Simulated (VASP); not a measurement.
# MgO (Fm-3m) in VASP: notebook, part 2 of 2

VASP 6.6.1.

### Step 4. Single point, LDA

INCAR reads:

```
PREC = Accurate
ENCUT = 400
EDIFF = 0.001
ISMEAR = 0
SIGMA = 0.05
LREAL = False
LASPH = True
NELM = 100
ALGO = Normal
ISIF = 2
LWAVE = False
LCHARG = False
GGA = CA
NBANDS = 11
ADDGRID = False
```

KPOINTS reads:

```
regular mesh
0
Gamma
  4 4 4
```

POSCAR reads:

```
MgO
1.0
    0.0000000000      2.0970013927      2.0970013927
    2.0970013927      0.0000000000      2.0970013927
    2.0970013927      2.0970013927      0.0000000000
Mg O
1 1
Direct
   -0.0111690000     -0.0083340000      0.0019910000
    0.5083620000      0.4891820000      0.5308490000
```

Potentials or basis: VASP PAW LDA potentials, release 64 (Mg, O).

Run with:

```console
> cat potpaw_LDA.64/Mg/POTCAR potpaw_LDA.64/O/POTCAR > POTCAR
> mpirun -np 1 vasp_std > vasp.out
```

OUTCAR:

```text
PREC = Accurate
   ENCUT = 400
   EDIFF = 0.001
   ISMEAR = 0
   LREAL = False
   LASPH = True
   NELM = 100
   ISIF = 2
   GGA = CA

 Found     36 irreducible k-points:

 Following reciprocal coordinates:
            Coordinates               Weight
  0.000000  0.000000  0.000000      1.000000
  0.250000  0.000000  0.000000      2.000000
  0.000000  0.250000  0.000000      2.000000
  0.000000  0.000000  0.250000      2.000000
  0.250000  0.250000  0.250000      2.000000
  0.500000  0.000000  0.000000      1.000000
   k-points           NKPTS =     36   k-points in BZ     NKDIM =     36   number of bands    NBANDS=     11
   number of dos      NEDOS =    301   number of ions     NIONS =      2
   total plane-waves  NPLWV =   8000
   dimension x,y,z NGX =    20 NGY =   20 NGZ =   20
   dimension x,y,z NGXF=    40 NGYF=   40 NGZF=   40
   ions per type =               1   1
   NGX,Y,Z   is equivalent  to a cutoff of  11.21, 11.21, 11.21 a.u.
   NGXF,Y,Z  is equivalent  to a cutoff of  22.42, 22.42, 22.42 a.u.
 SYSTEM =  unknown system
   PREC   = accura    normal or accurate (medium, high low for compatibility)
   ISTART =      0    job   : 0-new  1-cont  2-samecut
   ICHARG =      2    charge: 1-file 2-atom 10-const
   ISPIN  =      1    spin polarized calculation?
   LNONCOLLINEAR =      F non collinear calculations
   LSORBIT =      F    spin-orbit coupling
   LASPH  =      T    aspherical Exc in radial PAW
   ENCUT  =  400.0 eV  29.40 Ry    5.42 a.u.   4.84  4.84  4.84*2*pi/ulx,y,z
   NELM   =    100;   NELMIN=  2; NELMDL= -5     # of ELM steps
   EDIFF  = 0.1E-02   stopping-criterion for ELM
   LREAL  =      F    real-space projection
   EDIFFG = 0.1E-01   stopping-criterion for IOM
   NSW    =      0    number of steps for IOM
   IBRION =     -1    ionic relax: 0-MD 1-quasi-New 2-CG
   NFREE  =      0    steps in history (QN), initial steepest desc. (CG)
   ISIF   =      2    stress and relaxation
   ISYM   =      2    0-nonsym 1-usesym 2-fastsym
   POTIM  = 0.5000    time-step for ionic-motion
   TEBEG  =    0.0;   TEEND  =   0.0 temperature during run
   PSTRESS=    0.0 pullay stress
   NELECT =       8.0000    total number of electrons
   NUPDOWN=      -1.0000    fix difference up-down
   EMIN   =  10.00;   EMAX   =-10.00  energy-range for DOS
   EFERMI =   0.00;   METHOD = LEGACY
   ISMEAR =     0;   SIGMA  =   0.05  broadening in eV -4-tet -1-fermi 0-gaus
   EFERMI_NEDOS =   21; number of points for ismear=-14 and -15
   IALGO  =     38    algorithm
   IMIX   =      4    mixing-type and parameters
     AMIX     =   0.40;   BMIX     =  1.00
     AMIX_MAG =   1.60;   BMIX_MAG =  1.00
  volume/ion in A,a.u.               =       9.22        62.23
  Fermi-wavevector in a.u.,A,eV,Ry     =   1.239261  2.341864 20.895389  1.535768
  Thomas-Fermi vector in A             =   2.373752
   LORBIT       =      0    0 simple, 1 ext, 2 COOP (PROOUT), +10 PAW based schemes
   GGA     = CA    functional components
   LHFCALC =     F    Hartree Fock is set to
   AEXX    =    0.0000 exact exchange contribution
   IVDW    =     0    specifies the selected vdW correction
   LEPSILON=     F    determine dielectric tensor
   LRPA    =     F    only Hartree local field effects (RPA)
 non-spin polarized calculation
 Gauss-broadening in eV      SIGMA  =   0.05
  energy-cutoff  :      400.00
  volume of cell :       18.44
 maximum number of plane-waves:       344
   NGX =  9   NGY =  9   NGZ =  9

 number of electron       8.0000000 magnetization

 Free energy of the ion-electron system (eV)
  ---------------------------------------------------
  ext. energy  EPLUGINS =         0.00000000
  ---------------------------------------------------
  free energy    TOTEN  =       -13.40837166 eV

  energy without entropy =      -13.40837166  energy(sigma->0) =      -13.40837166

 E-fermi :   3.2854     XC(G=0): -11.6442

 val. band max:        2.9621693423   @ k =   0.0000   0.0000   0.0000
 cond. band min:       7.7357836667   @ k =   0.0000   0.0000   0.0000
 fundamental gap:      4.7736143244
 Fermi energy:         3.2854467957

 k-point     1 :       0.0000    0.0000    0.0000
  band No.  band energies     occupation
      1     -14.0988      2.00000
      2       2.9358      2.00000
      3       2.9500      2.00000
      4       2.9622      2.00000
      5       7.7358      0.00000
      6      18.5851      0.00000
      7      18.6241      0.00000
      8      18.6772      0.00000
      9      22.5961      0.00000
     10      24.3197      0.00000
     11      24.3407      0.00000

 k-point     2 :       0.2500    0.0000    0.0000
  band No.  band energies     occupation
      1     -13.4727      2.00000
      2       0.2421      2.00000
      3       2.5977      2.00000
      4       2.6239      2.00000
      5      10.0509      0.00000
      6      15.3912      0.00000
      7      19.4289      0.00000
      8      19.4838      0.00000
      9      22.9832      0.00000
     10      23.0304      0.00000
     11      24.8659      0.00000

 k-point     3 :       0.0000    0.2500    0.0000
  band No.  band energies     occupation
      1     -13.4728      2.00000
      2       0.2404      2.00000
      3       2.6050      2.00000
      4       2.6234      2.00000
      5      10.0471      0.00000
      6      15.3812      0.00000
      7      19.4365      0.00000
      8      19.4749      0.00000
      9      22.9839      0.00000
     10      23.0425      0.00000
     11      24.8707      0.00000

 k-point     4 :       0.0000    0.0000    0.2500
  band No.  band energies     occupation
      1     -13.4727      2.00000
      2       0.2442      2.00000
      3       2.5917      2.00000
      4       2.6216      2.00000
      5      10.0555      0.00000
      6      15.4033      0.00000
      7      19.4250      0.00000
      8      19.4892      0.00000
      9      22.9818      0.00000
     10      23.0158      0.00000
     11      24.8606      0.00000

 k-point     5 :       0.2500    0.2500    0.2500
  band No.  band energies     occupation
      1     -13.4724      2.00000
      2       0.2503      2.00000
      3       2.5881      2.00000
      4       2.6019      2.00000
      5      10.0686      0.00000
      6      15.4378      0.00000
      7      19.4441      0.00000
      8      19.4750      0.00000
      9      22.9594      0.00000
     10      22.9891      0.00000
     11      24.8477      0.00000

 k-point     6 :       0.5000    0.0000    0.0000
  band No.  band energies     occupation
      1     -12.7216      2.00000
      2      -1.7824      2.00000
      3       2.2775      2.00000
      4       2.3046      2.00000
      5      10.7775      0.00000
      6      15.4428      0.00000
      7      19.0757      0.00000
      8      19.1851      0.00000
      9      23.6761      0.00000
     10      25.3935      0.00000
     11      25.4491      0.00000

 [... further k-points ...]
[... 5 lines left out ...]
  --------------------------------------------------------------------------------------
  -------------------------------------------------------------------------------------
  Total       -0.9629584     -0.6493781     -1.0383221     -0.0391664     -0.0249207     -0.0127417
  in kB      -83.6550084    -56.4133740    -90.2020745     -3.4024982     -2.1649341     -1.1069075
  external PRESSURE =     -76.7568190 kB  Pullay stress =       0.0000000 kB

 VOLUME and BASIS-vectors are now :
 -----------------------------------------------------------------------------
  energy-cutoff  :      400.00
  volume of cell :       18.44
      direct lattice vectors                 reciprocal lattice vectors
     0.000000000  2.097001393  2.097001393    -0.238435702  0.238435702  0.238435702
     2.097001393  0.000000000  2.097001393     0.238435702 -0.238435702  0.238435702
     2.097001393  2.097001393  0.000000000     0.238435702  0.238435702 -0.238435702

 POSITION                                       TOTAL-FORCE (eV/Angst)
 -----------------------------------------------------------------------------------
      2.08370      2.07776      4.15310         0.289417      0.578086      0.183076
      2.13901      2.17923      2.09185        -0.289417     -0.578086     -0.183076
 -----------------------------------------------------------------------------------
    total drift:                               -0.001508     -0.002648     -0.000939

  FREE ENERGIE OF THE ION-ELECTRON SYSTEM (eV)
  ---------------------------------------------------
  free  energy   TOTEN  =       -13.4083716572 eV

  energy  without entropy=      -13.4083716572  energy(sigma->0) =      -13.40837166
```

stdout:

```text
POSCAR found type information on POSCAR MgO
 POSCAR found :  2 types and       2 ions
 scaLAPACK will be used
 LDA part: xc-table for (Slater(with rela. corr.)+CA(PZ))
 , standard interpolation
 POSCAR, INCAR and KPOINTS ok, starting setup
 FFT: planning ... GRIDC
 FFT: planning ... GRID_SOFT
 FFT: planning ... GRID
 WAVECAR not read
 entering main loop
```

Run time: 3.3 s. Hardware: 1 thread of AMD EPYC 9R45 (Zen 5), shared host; peak memory 0.08 GiB.

The run converged, but some of its settings lie outside the range that counts as converged, so its numbers aren't taken as properties of the crystal.

What came out:

```yaml
Free_energy: -13.4084 eV
Largest_force: 0.672 eV/Å
Band_gap_on_the_k_mesh: 4.77 eV, direct
```

Caveat: the k mesh is coarse (spacing up to 0.65 Å⁻¹), so the values aren't converged; the cutoff is under 1.25 times the usual one of these potentials, so pressure, stress and relaxed cells hold a basis-set (Pulay) error.

### Step 5. Single point, LDA

INCAR, as its differences from that of step 4:

```diff
@@ -2,3 +2,3 @@
 ENCUT = 400
-EDIFF = 0.001
+EDIFF = 1E-4
 ISMEAR = 0
```

KPOINTS is that of step 4.

POSCAR reads:

```
MgO
1.0
    0.0000000000      2.0970013927      2.0970013927
    2.0970013927      0.0000000000      2.0970013927
    2.0970013927      2.0970013927      0.0000000000
Mg O
1 1
Direct
    0.0000000000      0.0000000000      0.0000000000
    0.5000000000      0.5000000000      0.5000000000
```

Potentials or basis: VASP PAW LDA potentials, release 64 (Mg, O).

Run with:

```console
> cat potpaw_LDA.64/Mg/POTCAR potpaw_LDA.64/O/POTCAR > POTCAR
> mpirun -np 1 vasp_std > vasp.out
```

OUTCAR:

```text
PREC = Accurate
   ENCUT = 400
   EDIFF = 1E-4
   ISMEAR = 0
   LREAL = False
   LASPH = True
   NELM = 100
   ISIF = 2
   GGA = CA

 Found      8 irreducible k-points:

 Following reciprocal coordinates:
            Coordinates               Weight
  0.000000  0.000000  0.000000      1.000000
  0.250000  0.000000  0.000000      8.000000
  0.500000  0.000000  0.000000      4.000000
  0.250000  0.250000  0.000000      6.000000
  0.500000  0.250000  0.000000     24.000000
 -0.250000  0.250000  0.000000     12.000000
[... 152 lines left out ...]
      7      16.8677      0.00000
      8      20.3293      0.00000
      9      22.7893      0.00000
     10      23.8319      0.00000
     11      28.5561      0.00000

 [... further k-points ...]
[... 5 lines left out ...]
  --------------------------------------------------------------------------------------
  -------------------------------------------------------------------------------------
  Total       -1.2132336     -1.2132336     -1.2132336     -0.0000000     -0.0000000      0.0000000
  in kB     -105.3971521   -105.3971521   -105.3971521     -0.0000000     -0.0000000      0.0000000
  external PRESSURE =    -105.3971521 kB  Pullay stress =       0.0000000 kB

 VOLUME and BASIS-vectors are now :
 -----------------------------------------------------------------------------
  energy-cutoff  :      400.00
  volume of cell :       18.44
      direct lattice vectors                 reciprocal lattice vectors
     0.000000000  2.097001393  2.097001393    -0.238435702  0.238435702  0.238435702
     2.097001393  0.000000000  2.097001393     0.238435702 -0.238435702  0.238435702
     2.097001393  2.097001393  0.000000000     0.238435702  0.238435702 -0.238435702

 POSITION                                       TOTAL-FORCE (eV/Angst)
 -----------------------------------------------------------------------------------
      0.00000      0.00000      0.00000        -0.000000      0.000000      0.000000
      2.09700      2.09700      2.09700         0.000000     -0.000000     -0.000000
 -----------------------------------------------------------------------------------
    total drift:                                0.000000      0.000000      0.000000

  FREE ENERGIE OF THE ION-ELECTRON SYSTEM (eV)
  ---------------------------------------------------
  free  energy   TOTEN  =       -13.4481981094 eV

  energy  without entropy=      -13.4481981094  energy(sigma->0) =      -13.44819811
```

OSZICAR:

```text
N       E                     dE             d eps       ncg     rms          rms(c)
DAV:   1     0.771341946445E+01    0.77134E+01   -0.40917E+03   208   0.520E+02
DAV:   2    -0.145868909283E+02   -0.22300E+02   -0.21976E+02   208   0.119E+02
DAV:   3    -0.150009404684E+02   -0.41405E+00   -0.41390E+00   209   0.144E+01
DAV:   4    -0.150017392153E+02   -0.79875E-03   -0.79874E-03   194   0.736E-01
DAV:   5    -0.150017415657E+02   -0.23504E-05   -0.23503E-05   172   0.367E-02    0.694E+00
DAV:   6    -0.135129865364E+02    0.14888E+01   -0.82677E+00   188   0.154E+01    0.222E+00
DAV:   7    -0.134732953254E+02    0.39691E-01   -0.50830E-02   182   0.192E+00    0.131E+00
DAV:   8    -0.134486672138E+02    0.24628E-01   -0.29252E-02   182   0.171E+00    0.221E-01
DAV:   9    -0.134483414298E+02    0.32578E-03   -0.38575E-04   194   0.137E-01    0.135E-01
DAV:  10    -0.134481978909E+02    0.14354E-03   -0.43353E-04   164   0.157E-01    0.570E-03
DAV:  11    -0.134481981094E+02   -0.21850E-06   -0.44981E-06    97   0.122E-02
   1 F= -.13448198E+02 E0= -.13448198E+02  d E =-.328791E-21
```

stdout:

```text
POSCAR found type information on POSCAR MgO
 POSCAR found :  2 types and       2 ions
 scaLAPACK will be used
 LDA part: xc-table for (Slater(with rela. corr.)+CA(PZ))
 , standard interpolation
 POSCAR, INCAR and KPOINTS ok, starting setup
 FFT: planning ... GRIDC
 FFT: planning ... GRID_SOFT
 FFT: planning ... GRID
 WAVECAR not read
 entering main loop
```

Wall time 2.1 s (1 thread of AMD EPYC 9R45 (Zen 5), shared host); peak memory 0.08 GiB.

The run converged, but some of its settings lie outside the range that counts as converged, so its numbers aren't taken as properties of the crystal.

Results:

| Item | Value |
| --- | --- |
| Free energy | -13.4482 eV |
| Band gap on the k mesh | 4.78 eV, direct |

Caveat: the k mesh is coarse (spacing up to 0.65 Å⁻¹), so the values aren't converged; the cutoff is under 1.25 times the usual one of these potentials, so pressure, stress and relaxed cells hold a basis-set (Pulay) error.

### Step 6. Single point, LDA

INCAR is that of step 5.

KPOINTS is that of step 5.

POSCAR reads:

```
MgO
1.0
    0.0000000000      2.0970013927      2.0970013927
    2.0970013927      0.0000000000      2.0970013927
    2.0970013927      2.0970013927      0.0000000000
Mg O
1 1
Direct
   -0.0111690000     -0.0083340000      0.0019910000
    0.5083620000      0.4891820000      0.5308490000
```

Potentials or basis: VASP PAW LDA potentials, release 64 (Mg, O).

Run with:

```console
> cat potpaw_LDA.64/Mg/POTCAR potpaw_LDA.64/O/POTCAR > POTCAR
> mpirun -np 1 vasp_std > vasp.out
```

Run time: 4 s. Hardware: 1 thread of AMD EPYC 9R45 (Zen 5), shared host; peak memory 0.08 GiB.

These settings aren't checked as converged: the numbers below hold their error.

Results:

```yaml
Free_energy: -13.4083 eV
Largest_force: 0.671 eV/Å
Band_gap_on_the_k_mesh: 4.77 eV, direct
```

Caveat: the k mesh is coarse (spacing up to 0.65 Å⁻¹), so the values aren't converged; the cutoff is under 1.25 times the usual one of these potentials, so pressure, stress and relaxed cells hold a basis-set (Pulay) error.
